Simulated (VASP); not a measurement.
# GaN (P6_3mc) in VASP: further runs

One crystal, GaN, is run at these levels: PBE0, PBE; tasks: band structure.

All numbers are computed with VASP 6.6.1; they aren't measurements. Logs are shortened: lines on timing, memory, paths and dates and some standing lists are left out, and cuts for length are marked.

**What was measured.**

From “Studying electronic properties in GaN without electrical contacts using γ-γ vs e−-γ Perturbed Angular Correlations”, 2019, pmc:6823545, for a bulk crystal of GaN: band gap 3.503 ± 0.005 eV (direct).

The results are compared with them further down.

## 1. Starting point

It takes space group P6_3mc (No. 186, hexagonal). The conventional cell has a = 3.217 Å, b = 3.217 Å, c = 5.242 Å, α = 90.00°, β = 90.00°, γ = 120.00°. Ga (site symmetry 3m) has 4 N at 1.97 Å as nearest neighbours. N (site symmetry 3m) has 4 Ga at 1.97 Å as nearest neighbours.

The cell is a database's computed one.

## 2. Band structure, PBE0

Contents of POSCAR:

```
GaN                                     
1.0
    3.2174475316      0.0000000000      0.0000000000
   -1.6087237658      2.7863912594      0.0000000000
    0.0000000000      0.0000000000      5.2418222970
  Ga              N             
     2     2
Direct
     0.6666666699999979    0.3333333300000021    0.4991207863528384
     0.3333333300000021    0.6666666699999979    0.9991207863528385
     0.6666666699999979    0.3333333300000021    0.8758792136471615
     0.3333333300000021    0.6666666699999979    0.3758792136471616
```

Contents of INCAR.step1:

```
ALGO = Normal
EDIFF = 1E-5
ENCUT = 450
GGA = PE
ISIF = 2
ISMEAR = 0
KPAR = 4
LASPH = T
LCHARG = F
LREAL = F
LWAVE = T
NELM = 120
PREC = Accurate
SIGMA = 0.02
```

Contents of INCAR.step2:

```
AEXX = 0.25
ALGO = Normal
EDIFF = 1E-6
ENCUT = 450
GGA = PE
HFRCUT = -1
ISIF = 2
ISMEAR = 0
ISTART = 1
KPAR = 4
LASPH = T
LCHARG = F
LHFCALC = T
LREAL = F
LWAVE = F
NELM = 120
PREC = Accurate
PRECFOCK = Fast
SIGMA = 0.02
```

Contents of KPOINTS:

```
k-points
0
Gamma
  8 8 6
```

Contents of KPOINTS_OPT:

```
path GMKGALHA,LM,KH
10
line-mode
reciprocal
 0.0000000000  0.0000000000  0.0000000000  G
 0.5000000000  0.0000000000  0.0000000000  M

 0.5000000000  0.0000000000  0.0000000000  M
 0.3333333333  0.3333333333  0.0000000000  K

 0.3333333333  0.3333333333  0.0000000000  K
 0.0000000000  0.0000000000  0.0000000000  G

 0.0000000000  0.0000000000  0.0000000000  G
 0.0000000000  0.0000000000  0.5000000000  A

 0.0000000000  0.0000000000  0.5000000000  A
 0.5000000000  0.0000000000  0.5000000000  L

 0.5000000000  0.0000000000  0.5000000000  L
 0.3333333333  0.3333333333  0.5000000000  H

 0.3333333333  0.3333333333  0.5000000000  H
 0.0000000000  0.0000000000  0.5000000000  A

 0.5000000000  0.0000000000  0.5000000000  L
 0.5000000000  0.0000000000  0.0000000000  M

 0.3333333333  0.3333333333  0.0000000000  K
 0.3333333333  0.3333333333  0.5000000000  H
```

Potentials or basis: VASP PAW PBE potentials, release 64 (Ga_d, N).

Started as:

```console
$ cat potpaw_PBE.64/Ga_d/POTCAR potpaw_PBE.64/N/POTCAR > POTCAR
$ cp INCAR.step1 INCAR
$ mpirun -np 4 vasp_std > vasp.out
$ cp INCAR.step2 INCAR
$ mpirun -np 4 vasp_std > vasp.out
```

OUTCAR:

```text
AEXX = 0.25
   EDIFF = 1E-6
   ENCUT = 450
   GGA = PE
   ISIF = 2
   ISMEAR = 0
   ISTART = 1
   LASPH = T
   LHFCALC = T
   LREAL = F
   NELM = 120
   PREC = Accurate
   PRECFOCK = Fast

 ion  position               nearest neighbor table
   1  0.667  0.333  0.499-   4 1.97   4 1.97   4 1.97   3 1.97
   2  0.333  0.667  0.999-   3 1.97   3 1.97   3 1.97   4 1.97
   3  0.667  0.333  0.876-   2 1.97   2 1.97   2 1.97   1 1.97
   4  0.333  0.667  0.376-   1 1.97   1 1.97   1 1.97   2 1.97

  LATTYP: Found a hexagonal cell.
 ALAT       =     3.2174475316
 C/A-ratio  =     1.6291865665

  Lattice vectors:

 A1 = (   3.2174475316,   0.0000000000,   0.0000000000)
 A2 = (  -1.6087237658,   2.7863912594,   0.0000000000)
 A3 = (   0.0000000000,   0.0000000000,   5.2418222970)

Analysis of symmetry for initial positions (statically):
=====================================================================
 Subroutine PRICEL returns:
 Original cell was already a primitive cell.

 Routine SETGRP: Setting up the symmetry group for a
 hexagonal supercell.

 Subroutine GETGRP returns: Found 12 space group operations
 (whereof  6 operations were pure point group operations)
 out of a pool of 24 trial point group operations.

The static configuration has the point symmetry C_3v.
 The point group associated with its full space group is C_6v.

Analysis of symmetry for dynamics (positions and initial velocities):
=====================================================================
 Subroutine PRICEL returns:
 Original cell was already a primitive cell.

 Routine SETGRP: Setting up the symmetry group for a
 hexagonal supercell.

 Subroutine GETGRP returns: Found 12 space group operations
 (whereof  6 operations were pure point group operations)
 out of a pool of 24 trial point group operations.

The dynamic configuration has the point symmetry C_3v.
 The point group associated with its full space group is C_6v.

 Subroutine INISYM returns: Found 12 space group operations
 (whereof  6 operations are pure point group operations),
 and found     1 'primitive' translations

----------------------------------------------------------------------------------------

                                     Primitive cell

  volume of cell :      46.9933

  direct lattice vectors                    reciprocal lattice vectors
     3.217447532  0.000000000  0.000000000     0.310805379  0.179443572  0.000000000
    -1.608723766  2.786391259  0.000000000     0.000000000  0.358887144  0.000000000
     0.000000000  0.000000000  5.241822297     0.000000000  0.000000000  0.190773350

  length of vectors
     3.217447532  3.217447498  5.241822297     0.358887140  0.358887144  0.190773350

  position of ions in fractional coordinates (direct lattice)
     0.666666670  0.333333330  0.499120786
     0.333333330  0.666666670  0.999120786
     0.666666670  0.333333330  0.875879214
     0.333333330  0.666666670  0.375879214

  ion indices of the primitive-cell ions
   primitive index   ion index
                 1           1
                 2           2
                 3           3
                 4           4

----------------------------------------------------------------------------------------

 KPOINTS: k-points

Automatic generation of k-mesh.
 Grid dimensions read from file:
 generate k-points for:    8    8    6

 Generating k-lattice:

  Cartesian coordinates                     Fractional coordinates (reciprocal lattice)
     0.038850672  0.022430446  0.000000000     0.125000000 -0.000000000  0.000000000
     0.000000000  0.044860893  0.000000000     0.000000000  0.125000000  0.000000000
     0.000000000  0.000000000  0.031795558     0.000000000  0.000000000  0.166666667

  Length of vectors
     0.044860892  0.044860893  0.031795558

  Shift w.r.t. Gamma in fractional coordinates (k-lattice)
     0.000000000  0.000000000  0.000000000

 Subroutine IBZKPT returns following result:
 ===========================================

 Found     40 irreducible k-points:

 Following reciprocal coordinates:
            Coordinates               Weight
  0.000000  0.000000  0.000000      1.000000
  0.125000  0.000000  0.000000      6.000000
  0.250000  0.000000  0.000000      6.000000
  0.375000  0.000000  0.000000      6.000000
  0.500000  0.000000  0.000000      3.000000
  0.125000  0.125000  0.000000      6.000000
[... 16 lines left out ...]
  0.250000  0.000000  0.333333     12.000000
  0.375000  0.000000  0.333333     12.000000
 [... further k-points ...]
   k-points           NKPTS =     40   k-points in BZ     NKDIM =    384   number of bands    NBANDS=     22
   number of dos      NEDOS =    301   number of ions     NIONS =      4
   total plane-waves  NPLWV =  20736
   dimension x,y,z NGX =    24 NGY =   24 NGZ =   36
   dimension x,y,z NGXF=    48 NGYF=   48 NGZF=   72
   ions per type =               2   2
   NGX,Y,Z   is equivalent  to a cutoff of  12.40, 12.40, 11.42 a.u.
   NGXF,Y,Z  is equivalent  to a cutoff of  24.80, 24.80, 22.84 a.u.
 SYSTEM =  unknown system
   PREC   = accura    normal or accurate (medium, high low for compatibility)
   ISTART =      1    job   : 0-new  1-cont  2-samecut
   ICHARG =      0    charge: 1-file 2-atom 10-const
   ISPIN  =      1    spin polarized calculation?
   LNONCOLLINEAR =      F non collinear calculations
   LSORBIT =      F    spin-orbit coupling
   LASPH  =      T    aspherical Exc in radial PAW
   ENCUT  =  450.0 eV  33.07 Ry    5.75 a.u.   5.57  5.57  9.07*2*pi/ulx,y,z
   NELM   =    120;   NELMIN=  2; NELMDL=  0     # of ELM steps
   EDIFF  = 0.1E-05   stopping-criterion for ELM
   LREAL  =      F    real-space projection
   EDIFFG = 0.1E-04   stopping-criterion for IOM
   NSW    =      0    number of steps for IOM
   IBRION =     -1    ionic relax: 0-MD 1-quasi-New 2-CG
   NFREE  =      0    steps in history (QN), initial steepest desc. (CG)
   ISIF   =      2    stress and relaxation
   ISYM   =      3    0-nonsym 1-usesym 2-fastsym
   POTIM  = 0.5000    time-step for ionic-motion
   TEBEG  =    0.0;   TEEND  =   0.0 temperature during run
   PSTRESS=    0.0 pullay stress
   NELECT =      36.0000    total number of electrons
   NUPDOWN=      -1.0000    fix difference up-down
   EMIN   =  10.00;   EMAX   =-10.00  energy-range for DOS
   EFERMI =   0.00;   METHOD = LEGACY
   ISMEAR =     0;   SIGMA  =   0.02  broadening in eV -4-tet -1-fermi 0-gaus
   EFERMI_NEDOS =   21; number of points for ismear=-14 and -15
   IALGO  =     38    algorithm
   IMIX   =      1    mixing-type and parameters
     AMIX     =   0.40;   BMIX     =  1.00
     AMIX_MAG =   1.60;   BMIX_MAG =  1.00
  volume/ion in A,a.u.               =      11.75        79.28
  Fermi-wavevector in a.u.,A,eV,Ry     =   1.497949  2.830713 30.529451  2.243851
  Thomas-Fermi vector in A             =   2.609771
   LORBIT       =      0    0 simple, 1 ext, 2 COOP (PROOUT), +10 PAW based schemes
   GGA     = PE    functional components
   LHFCALC =     T    Hartree Fock is set to
   PRECFOCK=fast      Normal, Fast or Accurate (Low or Medium for compatibility)
   ENCUT4O =  -1.0   cutoff for four orbital integrals eV
   NKREDX  =     1    reduce k-point grid by
   NKREDY  =     1    reduce k-point grid by
   NKREDZ  =     1    reduce k-point grid by
   AEXX    =    0.2500 exact exchange contribution
   HFSCREEN=    0.0000 screening length (either q_TF or 0.3 A-1)
   HFSCREENC=   0.0000 screening length for correlation (either q_TF or 0.3 A-1)
   ENCUTFOCK=  -1.0 apply spherical cutoff to Coloumb kernel
   IVDW    =     0    specifies the selected vdW correction
   LEPSILON=     F    determine dielectric tensor
   LRPA    =     F    only Hartree local field effects (RPA)
 non-spin polarized calculation
 Gauss-broadening in eV      SIGMA  =   0.02
  energy-cutoff  :      450.00
  volume of cell :       46.99
 maximum number of plane-waves:      1039
 NGX is ok and might be reduce to    24
  NGX = 14; NGY = 14; NGZ = 24

 number of electron      35.9999984 magnetization

 Free energy of the ion-electron system (eV)
  ---------------------------------------------------
  ext. energy  EPLUGINS =         0.00000000
  ---------------------------------------------------
  free energy    TOTEN  =       -31.31596729 eV

  energy without entropy =      -31.31596729  energy(sigma->0) =      -31.31596729

 E-fermi :   3.9400     XC(G=0):  -9.0486

 val. band max:        3.8366390694   @ k =   0.0000   0.0000   0.0000
 cond. band min:       7.4782791784   @ k =   0.0000   0.0000   0.0000
 fundamental gap:      3.6416401090
 Fermi energy:         3.9399972417

 k-point     1 :       0.0000    0.0000    0.0000
  band No.  band energies     occupation
      1     -13.4660      2.00000
      2     -12.9570      2.00000
      3     -11.7751      2.00000
      4     -11.7594      2.00000
      5     -11.7594      2.00000
      6     -11.7047      2.00000
[... 14 lines left out ...]
     21      15.3761      0.00000
     22      15.8758      0.00000

 k-point     2 :       0.1250    0.0000    0.0000
  band No.  band energies     occupation
      1     -13.3424      2.00000
      2     -12.9368      2.00000
      3     -11.7588      2.00000
      4     -11.7408      2.00000
      5     -11.6931      2.00000
      6     -11.6792      2.00000
[... 14 lines left out ...]
     21      14.6466      0.00000
     22      15.1740      0.00000

 k-point     3 :       0.2500    0.0000    0.0000
  band No.  band energies     occupation
      1     -13.1090      2.00000
      2     -12.9050      2.00000
      3     -11.7237      2.00000
      4     -11.7068      2.00000
      5     -11.6424      2.00000
      6     -11.6181      2.00000
[... 14 lines left out ...]
     21      13.3482      0.00000
     22      14.5269      0.00000
[... 476 lines left out ...]
 k-point    23 :       0.2500    0.0000    0.3333
  band No.  band energies     occupation
      1     -12.9925      2.00000
      2     -12.9008      2.00000
      3     -11.7162      2.00000
      4     -11.6859      2.00000
      5     -11.6743      2.00000
      6     -11.6413      2.00000
[... 14 lines left out ...]
     21      13.2205      0.00000
     22      14.1144      0.00000

 k-point    24 :       0.3750    0.0000    0.3333
  band No.  band energies     occupation
      1     -12.9168      2.00000
      2     -12.8749      2.00000
      3     -11.7120      2.00000
      4     -11.6609      2.00000
      5     -11.6563      2.00000
      6     -11.5892      2.00000
[... 14 lines left out ...]
     21      13.3932      0.00000
     22      14.1065      0.00000

 [... further k-points ...]

------------------------ aborting loop because EDIFF is reached ----------------------------------------

  FORCE on cell =-STRESS in cart. coord.  units (eV):
  Direction    XX          YY          ZZ          XY          YZ          ZX
  --------------------------------------------------------------------------------------
  -------------------------------------------------------------------------------------
  Total       -2.0538976     -2.0538976     -2.1622214      0.0000000      0.0000000      0.0000000
  in kB      -70.0250639    -70.0250620    -73.7182263      0.0000000      0.0000000      0.0000000
  external PRESSURE =     -71.2561174 kB  Pullay stress =       0.0000000 kB

 VOLUME and BASIS-vectors are now :
 -----------------------------------------------------------------------------
  energy-cutoff  :      450.00
  volume of cell :       46.99
      direct lattice vectors                 reciprocal lattice vectors
     3.217447532  0.000000000  0.000000000     0.310805379  0.179443572  0.000000000
    -1.608723766  2.786391259  0.000000000     0.000000000  0.358887144  0.000000000
     0.000000000  0.000000000  5.241822297     0.000000000  0.000000000  0.190773350

 POSITION                                       TOTAL-FORCE (eV/Angst)
 -----------------------------------------------------------------------------------
      1.60872      0.92880      2.61630        -0.000000     -0.000000     -0.014681
     -0.00000      1.85759      5.23721         0.000000      0.000000     -0.014681
      1.60872      0.92880      4.59120        -0.000000      0.000000      0.014681
     -0.00000      1.85759      1.97029         0.000000     -0.000000      0.014681
 -----------------------------------------------------------------------------------
    total drift:                                0.000003     -0.000000      0.002192

  FREE ENERGIE OF THE ION-ELECTRON SYSTEM (eV)
  ---------------------------------------------------
  free  energy   TOTEN  =       -31.3159672932 eV

  energy  without entropy=      -31.3159672932  energy(sigma->0) =      -31.31596729
```

Run time: 3 h. Hardware: 4 MPI ranks of Intel Xeon Platinum 8488C (Sapphire Rapids), shared host; peak memory 0.3 GiB.

What came out:

* Free energy: -31.3160 eV
* Largest force: 0.015 eV/Å
* Band gap on the k mesh: 3.64 eV, direct
* Band gap along the path: 3.64 eV, direct

Forces on the atoms (eV/Å):
```
Ga   0.000  0.000 -0.015
Ga   0.000  0.000 -0.015
N    0.000  0.000  0.015
N    0.000  0.000  0.015
```

Levels at the corners of the path, in eV from the valence-band top:
```tsv
point	band 15	band 16	band 17	band 18	band 19	band 20	band 21	band 22
Γ	-1.09	-0.02	0.00	0.00	3.64	6.21	11.57	12.04
M	-4.41	-2.87	-2.28	-1.05	6.99	7.55	8.05	10.96
M	-4.41	-2.87	-2.28	-1.05	6.99	7.55	8.05	10.96
K	-5.53	-3.12	-3.12	-2.88	7.05	10.10	10.10	10.57
K	-5.53	-3.12	-3.12	-2.88	7.05	10.10	10.10	10.57
Γ	-1.09	-0.02	0.00	0.00	3.64	6.21	11.54	12.04
Γ	-1.09	-0.02	0.00	0.00	3.64	6.21	11.55	12.04
A	-0.56	-0.56	-0.56	-0.56	6.19	6.19	10.65	10.65
A	-0.56	-0.56	-0.56	-0.56	6.19	6.19	10.65	10.65
L	-2.04	-2.04	-1.99	-1.99	6.29	6.29	9.89	9.89
L	-2.04	-2.04	-1.99	-1.99	6.29	6.29	9.89	9.89
H	-4.40	-4.40	-1.54	-1.54	8.43	8.43	9.37	9.37
H	-4.40	-4.40	-1.54	-1.54	8.43	8.43	9.37	9.37
A	-0.56	-0.56	-0.56	-0.56	6.19	6.19	10.65	10.65
L	-2.04	-2.04	-1.99	-1.99	6.29	6.29	9.89	9.89
M	-4.41	-2.87	-2.28	-1.05	6.99	7.55	8.05	10.96
K	-5.53	-3.12	-3.12	-2.88	7.05	10.10	10.10	10.57
H	-4.40	-4.40	-1.54	-1.54	8.43	8.43	9.37	9.37
```

Caveat: the cutoff is under 1.25 times the usual one of these potentials, so pressure, stress and relaxed cells hold a basis-set (Pulay) error; the PAW data sets were made with another functional, which shifts forces and pressure a little.

(Continued in part 2 of 2.)
